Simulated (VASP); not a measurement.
# CsSnBr3 (Pm-3m) in VASP: density of states with PBE

Aim: the density of states of CsSnBr3 with PBE.

All numbers are computed with VASP 6.6.1; they aren't measurements. Logs are shortened: lines on timing, memory, paths and dates and some standing lists are left out, and cuts for length are marked.

**1. The structure**

The structure is cubic, space group Pm-3m (No. 221). The conventional cell has a = 5.837 Å, b = 5.837 Å, c = 5.837 Å, α = 90.00°, β = 90.00°, γ = 90.00°. Cs (site symmetry m-3m) has 12 Br at 4.13 Å as nearest neighbours. Br (site symmetry 4/mmm) has 2 Sn at 2.92 Å as nearest neighbours. Sn (site symmetry m-3m) has 6 Br at 2.92 Å as nearest neighbours.

The cell was built by a generator and needn't be a form met in nature.

**2. Density of states, PBE**

POSCAR reads:

```
CsSnBr3
1.0
    5.8370820000      0.0000000000      0.0000000000
    0.0000000000      5.8370820000      0.0000000000
    0.0000000000      0.0000000000      5.8370820000
Cs Br Sn
1 3 1
Direct
    0.0000000000      0.0000000000      0.0000000000
    0.0000000000      0.5000000000      0.5000000000
    0.5000000000      0.0000000000      0.5000000000
    0.5000000000      0.5000000000      0.0000000000
    0.5000000000      0.5000000000      0.5000000000
```

INCAR.step1 reads:

```
PREC = Accurate
ENCUT = 520
EDIFF = 1E-7
ISMEAR = -1
SIGMA = 0.0475
LREAL = F
LASPH = T
NELM = 60
ALGO = Fast
ISIF = 2
LWAVE = F
LCHARG = T
GGA = PE
NBANDS = 30
```

KPOINTS.step1 reads:

```
regular mesh
0
Gamma
  5 5 5
```

INCAR.step2 reads:

```
PREC = Accurate
ENCUT = 520
EDIFF = 1E-7
ISMEAR = -5
SIGMA = 0.0475
LREAL = F
LASPH = T
NELM = 60
ALGO = Fast
ISIF = 2
LWAVE = F
LCHARG = F
GGA = PE
LORBIT = 11
NEDOS = 1001
ICHARG = 11
```

KPOINTS.step2 reads:

```
regular mesh
0
Gamma
  8 8 8
```

Potentials or basis: VASP PAW PBE potentials, release 64 (Cs_sv, Br, Sn_d).

The run is started by

```bash
$ cat potpaw_PBE.64/Cs_sv/POTCAR potpaw_PBE.64/Br/POTCAR potpaw_PBE.64/Sn_d/POTCAR > POTCAR
$ cp INCAR.step1 INCAR
$ cp KPOINTS.step1 KPOINTS
$ mpirun -np 1 vasp_std > vasp.out
$ cp INCAR.step2 INCAR
$ cp KPOINTS.step2 KPOINTS
$ mpirun -np 1 vasp_std > vasp.out
```

OUTCAR:

```text
PREC = Accurate
   ENCUT = 520
   EDIFF = 1E-7
   ISMEAR = -5
   LREAL = F
   LASPH = T
   NELM = 60
   ISIF = 2
   GGA = PE
   LORBIT = 11
   ICHARG = 11

 ion  position               nearest neighbor table
   1  0.000  0.000  0.000-
   2  0.000  0.500  0.500-   5 2.92   5 2.92
   3  0.500  0.000  0.500-   5 2.92   5 2.92
   4  0.500  0.500  0.000-   5 2.92   5 2.92
   5  0.500  0.500  0.500-   2 2.92   3 2.92   4 2.92   4 2.92   3 2.92   2 2.92

  LATTYP: Found a simple cubic cell.
 ALAT       =     5.8370820000

  Lattice vectors:

 A1 = (   5.8370820000,   0.0000000000,   0.0000000000)
 A2 = (   0.0000000000,   5.8370820000,   0.0000000000)
 A3 = (   0.0000000000,   0.0000000000,   5.8370820000)

Analysis of symmetry for initial positions (statically):
=====================================================================
 Subroutine PRICEL returns:
 Original cell was already a primitive cell.

 Routine SETGRP: Setting up the symmetry group for a
 simple cubic supercell.

 Subroutine GETGRP returns: Found 48 space group operations
 (whereof 48 operations were pure point group operations)
 out of a pool of 48 trial point group operations.

The static configuration has the point symmetry O_h .

Analysis of symmetry for dynamics (positions and initial velocities):
=====================================================================
 Subroutine PRICEL returns:
 Original cell was already a primitive cell.

 Routine SETGRP: Setting up the symmetry group for a
 simple cubic supercell.

 Subroutine GETGRP returns: Found 48 space group operations
 (whereof 48 operations were pure point group operations)
 out of a pool of 48 trial point group operations.

The dynamic configuration has the point symmetry O_h .

 Subroutine INISYM returns: Found 48 space group operations
 (whereof 48 operations are pure point group operations),
 and found     1 'primitive' translations

----------------------------------------------------------------------------------------

                                     Primitive cell

  volume of cell :     198.8783

  direct lattice vectors                    reciprocal lattice vectors
     5.837082000  0.000000000  0.000000000     0.171318477  0.000000000  0.000000000
     0.000000000  5.837082000  0.000000000     0.000000000  0.171318477  0.000000000
     0.000000000  0.000000000  5.837082000     0.000000000  0.000000000  0.171318477

  length of vectors
     5.837082000  5.837082000  5.837082000     0.171318477  0.171318477  0.171318477

  position of ions in fractional coordinates (direct lattice)
     0.000000000  0.000000000  0.000000000
     0.000000000  0.500000000  0.500000000
     0.500000000  0.000000000  0.500000000
     0.500000000  0.500000000  0.000000000
     0.500000000  0.500000000  0.500000000

  ion indices of the primitive-cell ions
   primitive index   ion index
                 1           1
                 2           2
                 3           3
                 4           4
                 5           5

----------------------------------------------------------------------------------------

 KPOINTS: regular mesh

Automatic generation of k-mesh.
 Grid dimensions read from file:
 generate k-points for:    8    8    8

 Generating k-lattice:

  Cartesian coordinates                     Fractional coordinates (reciprocal lattice)
     0.021414810  0.000000000  0.000000000     0.125000000  0.000000000  0.000000000
     0.000000000  0.021414810  0.000000000     0.000000000  0.125000000  0.000000000
     0.000000000  0.000000000  0.021414810     0.000000000  0.000000000  0.125000000

  Length of vectors
     0.021414810  0.021414810  0.021414810

  Shift w.r.t. Gamma in fractional coordinates (k-lattice)
     0.000000000  0.000000000  0.000000000

 TETIRR: Found    250 inequivalent tetrahedra from     3072

 Subroutine IBZKPT returns following result:
 ===========================================

 Found     35 irreducible k-points:

 Following reciprocal coordinates:
            Coordinates               Weight
  0.000000  0.000000  0.000000      1.000000
  0.125000  0.000000  0.000000      6.000000
  0.250000  0.000000  0.000000      6.000000
  0.375000  0.000000  0.000000      6.000000
  0.500000  0.000000  0.000000      3.000000
  0.125000  0.125000  0.000000     12.000000
[... 16 lines left out ...]
  0.375000  0.375000  0.125000     24.000000
  0.500000  0.375000  0.125000     24.000000
 [... further k-points ...]
   k-points           NKPTS =     35   k-points in BZ     NKDIM =     35   number of bands    NBANDS=     26
   number of dos      NEDOS =   1001   number of ions     NIONS =      5
   total plane-waves  NPLWV = 110592
   dimension x,y,z NGX =    48 NGY =   48 NGZ =   48
   dimension x,y,z NGXF=    96 NGYF=   96 NGZF=   96
   ions per type =               1   3   1
   NGX,Y,Z   is equivalent  to a cutoff of  13.67, 13.67, 13.67 a.u.
   NGXF,Y,Z  is equivalent  to a cutoff of  27.34, 27.34, 27.34 a.u.
 SYSTEM =  unknown system
   PREC   = accura    normal or accurate (medium, high low for compatibility)
   ISTART =      0    job   : 0-new  1-cont  2-samecut
   ICHARG =     11    charge: 1-file 2-atom 10-const
   ISPIN  =      1    spin polarized calculation?
   LNONCOLLINEAR =      F non collinear calculations
   LSORBIT =      F    spin-orbit coupling
   LASPH  =      T    aspherical Exc in radial PAW
   ENCUT  =  520.0 eV  38.22 Ry    6.18 a.u.  10.85 10.85 10.85*2*pi/ulx,y,z
   NELM   =     60;   NELMIN=  2; NELMDL=  0     # of ELM steps
   EDIFF  = 0.1E-06   stopping-criterion for ELM
   LREAL  =      F    real-space projection
   EDIFFG = 0.1E-05   stopping-criterion for IOM
   NSW    =      0    number of steps for IOM
   IBRION =     -1    ionic relax: 0-MD 1-quasi-New 2-CG
   NFREE  =      0    steps in history (QN), initial steepest desc. (CG)
   ISIF   =      2    stress and relaxation
   ISYM   =      2    0-nonsym 1-usesym 2-fastsym
   POTIM  = 0.5000    time-step for ionic-motion
   TEBEG  =    0.0;   TEEND  =   0.0 temperature during run
   PSTRESS=    0.0 pullay stress
   NELECT =      44.0000    total number of electrons
   NUPDOWN=      -1.0000    fix difference up-down
   EMIN   =  10.00;   EMAX   =-10.00  energy-range for DOS
   EFERMI =   0.00;   METHOD = LEGACY
   ISMEAR =    -5;   SIGMA  =   0.05  broadening in eV -4-tet -1-fermi 0-gaus
   EFERMI_NEDOS =   21; number of points for ismear=-14 and -15
   IALGO  =     68    algorithm
   IMIX   =      4    mixing-type and parameters
     AMIX     =   0.40;   BMIX     =  1.00
     AMIX_MAG =   1.60;   BMIX_MAG =  1.00
  volume/ion in A,a.u.               =      39.78       268.42
  Fermi-wavevector in a.u.,A,eV,Ry     =   0.990140  1.871093 13.338841  0.980377
  Thomas-Fermi vector in A             =   2.121789
   LORBIT       =     11    0 simple, 1 ext, 2 COOP (PROOUT), +10 PAW based schemes
   GGA     = PE    functional components
   LHFCALC =     F    Hartree Fock is set to
   AEXX    =    0.0000 exact exchange contribution
   IVDW    =     0    specifies the selected vdW correction
   LEPSILON=     F    determine dielectric tensor
   LRPA    =     F    only Hartree local field effects (RPA)
 non-spin polarized calculation
 RMM-DIIS sequential band-by-band and
 Fermi weights with tetrahedron method with Bloechl corrections
  energy-cutoff  :      520.00
  volume of cell :      198.88
 maximum number of plane-waves:      5400
 NGX is ok and might be reduce to    48

 number of electron      44.0000008 magnetization

 Free energy of the ion-electron system (eV)
  ---------------------------------------------------
  ext. energy  EPLUGINS =         0.00000000
  ---------------------------------------------------
  free energy    TOTEN  =       -15.82964701 eV

  energy without entropy =      -15.82964701  energy(sigma->0) =      -15.82964701

 E-fermi :   2.1856     XC(G=0):  -7.6643

 val. band max:        2.1854388568   @ k =   0.5000   0.5000   0.5000
 cond. band min:       2.6875134895   @ k =   0.5000   0.5000   0.5000
 fundamental gap:      0.5020746327
 Fermi energy:         2.1856012767

 k-point     1 :       0.0000    0.0000    0.0000
  band No.  band energies     occupation
      1     -20.0948      2.00000
      2     -20.0074      2.00000
      3     -20.0074      2.00000
      4     -19.9774      2.00000
      5     -19.9774      2.00000
      6     -19.9774      2.00000
[... 18 lines left out ...]
     25       5.4574      0.00000
     26       6.1076      0.00000

 k-point     2 :       0.1250    0.0000    0.0000
  band No.  band energies     occupation
      1     -20.0946      2.00000
      2     -20.0074      2.00000
      3     -20.0065      2.00000
      4     -19.9774      2.00000
      5     -19.9774      2.00000
      6     -19.9774      2.00000
[... 18 lines left out ...]
     25       5.5803      0.00000
     26       6.1920      0.00000

 k-point     3 :       0.2500    0.0000    0.0000
  band No.  band energies     occupation
      1     -20.0942      2.00000
      2     -20.0074      2.00000
      3     -20.0044      2.00000
      4     -19.9775      2.00000
      5     -19.9775      2.00000
      6     -19.9774      2.00000
[... 18 lines left out ...]
     25       5.8584      0.00000
     26       5.9845      0.00000

 k-point     4 :       0.3750    0.0000    0.0000
  band No.  band energies     occupation
      1     -20.0937      2.00000
      2     -20.0074      2.00000
      3     -20.0023      2.00000
      4     -19.9776      2.00000
      5     -19.9776      2.00000
      6     -19.9774      2.00000
[... 18 lines left out ...]
     25       6.3105      0.00000
     26       6.5427      0.00000

 k-point     5 :       0.5000    0.0000    0.0000
  band No.  band energies     occupation
      1     -20.0936      2.00000
      2     -20.0074      2.00000
      3     -20.0014      2.00000
      4     -19.9776      2.00000
      5     -19.9776      2.00000
      6     -19.9774      2.00000
[... 18 lines left out ...]
     25       6.4956      0.00000
     26       6.5320      0.00000

 k-point     6 :       0.1250    0.1250    0.0000
  band No.  band energies     occupation
      1     -20.0944      2.00000
      2     -20.0069      2.00000
      3     -20.0061      2.00000
      4     -19.9774      2.00000
      5     -19.9774      2.00000
      6     -19.9774      2.00000
[... 427 lines left out ...]
 k-point    21 :       0.3750    0.2500    0.1250
  band No.  band energies     occupation
      1     -20.0931      2.00000
      2     -20.0047      2.00000
      3     -20.0010      2.00000
      4     -19.9776      2.00000
      5     -19.9776      2.00000
      6     -19.9775      2.00000
[... 18 lines left out ...]
     25       5.7487      0.00000
     26       6.1731      0.00000

 k-point    22 :       0.5000    0.2500    0.1250
  band No.  band energies     occupation
      1     -20.0930      2.00000
      2     -20.0047      2.00000
      3     -20.0002      2.00000
      4     -19.9777      2.00000
      5     -19.9776      2.00000
      6     -19.9775      2.00000
[... 18 lines left out ...]
     25       5.7734      0.00000
     26       6.3243      0.00000

 k-point    23 :       0.3750    0.3750    0.1250
  band No.  band energies     occupation
      1     -20.0928      2.00000
      2     -20.0039      2.00000
      3     -19.9997      2.00000
      4     -19.9777      2.00000
      5     -19.9776      2.00000
      6     -19.9776      2.00000
[... 18 lines left out ...]
     25       5.6606      0.00000
     26       6.4923      0.00000

 k-point    24 :       0.5000    0.3750    0.1250
  band No.  band energies     occupation
      1     -20.0927      2.00000
      2     -20.0038      2.00000
      3     -19.9990      2.00000
      4     -19.9777      2.00000
      5     -19.9776      2.00000
      6     -19.9776      2.00000
[... 18 lines left out ...]
     25       5.6125      0.00000
     26       6.5947      0.00000

 [... further k-points ...]

------------------------ aborting loop because EDIFF is reached ----------------------------------------

  FORCE on cell =-STRESS in cart. coord.  units (eV):
  Direction    XX          YY          ZZ          XY          YZ          ZX
  --------------------------------------------------------------------------------------
  -------------------------------------------------------------------------------------
  Total        0.8322136      0.8322136      0.8322136     -0.0000000      0.0000000      0.0000000
  in kB        6.7043701      6.7043701      6.7043701     -0.0000000      0.0000000      0.0000000
  external PRESSURE =       6.7043701 kB  Pullay stress =       0.0000000 kB

 VOLUME and BASIS-vectors are now :
 -----------------------------------------------------------------------------
  energy-cutoff  :      520.00
  volume of cell :      198.88
      direct lattice vectors                 reciprocal lattice vectors
     5.837082000  0.000000000  0.000000000     0.171318477  0.000000000  0.000000000
     0.000000000  5.837082000  0.000000000     0.000000000  0.171318477  0.000000000
     0.000000000  0.000000000  5.837082000     0.000000000  0.000000000  0.171318477

 POSITION                                       TOTAL-FORCE (eV/Angst)
 -----------------------------------------------------------------------------------
      0.00000      0.00000      0.00000         0.000000      0.000000      0.000000
      0.00000      2.91854      2.91854         0.000000      0.000000      0.000000
      2.91854      0.00000      2.91854         0.000000      0.000000      0.000000
      2.91854      2.91854      0.00000         0.000000      0.000000      0.000000
      2.91854      2.91854      2.91854         0.000000      0.000000      0.000000
 -----------------------------------------------------------------------------------
    total drift:                                0.000000     -0.000000     -0.000000

  FREE ENERGIE OF THE ION-ELECTRON SYSTEM (eV)
  ---------------------------------------------------
  free  energy   TOTEN  =       -15.8296470097 eV

  energy  without entropy=      -15.8296470097  energy(sigma->0) =      -15.82964701

 total charge

# of ion       s       p       d       tot
------------------------------------------
    1        1.830   4.711   0.012   6.553
    2        1.614   3.242   0.010   4.866
    3        1.614   3.242   0.010   4.866
    4        1.614   3.242   0.010   4.866
    5        1.430   0.577   9.998  12.005
--------------------------------------------------
tot          8.101  15.016  10.040  33.157
```

It took 3.9 min on 1 thread of Intel Xeon Platinum 8488C (Sapphire Rapids), shared host; peak memory 0.41 GiB.

Results:

* Valence electrons inside the program's atomic spheres: Cs 6.55; Br 4.87; Sn 12.01

Levels at points of the mesh, in eV from the valence-band top:
```csv
k point,band 20,band 21,band 22,band 23,band 24,band 25
"(0.00, 0.00, 0.00)",-2.89,-2.89,-2.89,2.23,3.27,3.27
"(0.50, 0.00, 0.00)",-3.01,-3.01,-2.00,1.49,3.67,4.31
"(0.50, 0.50, 0.00)",-3.28,-2.54,-0.98,1.03,1.03,3.93
"(0.50, 0.50, 0.50)",-2.53,-2.53,0.00,0.50,0.50,0.50
```

States per cell in windows of 1 eV (zero at the valence-band top; states under -8 eV left out):
```
from (eV)  total  Br2_p  Br3_p  Br4_p  Sn5_p  Sn5_s  Cs1_d
     -8.0   1.17   0.05   0.05   0.05   0.01   0.56   0.00
     -7.0   0.08   0.00   0.00   0.00   0.00   0.04   0.00
     -6.0   0.93   0.13   0.13   0.13   0.11   0.00   0.00
     -5.0   2.72   0.40   0.40   0.40   0.24   0.04   0.00
     -4.0   8.37   1.50   1.50   1.50   0.08   0.03   0.01
     -3.0   5.19   1.02   1.02   1.02   0.05   0.13   0.00
     -2.0   1.00   0.14   0.14   0.14   0.06   0.23   0.00
     -1.0   0.09   0.01   0.01   0.01   0.01   0.02   0.00
      0.0   0.24   0.00   0.00   0.00   0.10   0.00   0.00
      1.0   1.79   0.06   0.06   0.06   0.71   0.02   0.00
      2.0   1.66   0.08   0.08   0.08   0.45   0.03   0.01
      3.0   2.92   0.10   0.10   0.10   0.37   0.02   0.15
      4.0   1.41   0.04   0.04   0.04   0.08   0.00   0.12
      5.0   0.00   0.00   0.00   0.00   0.00   0.00   0.00
```

The run has no spin-orbit coupling, so splittings on Cs are missing.
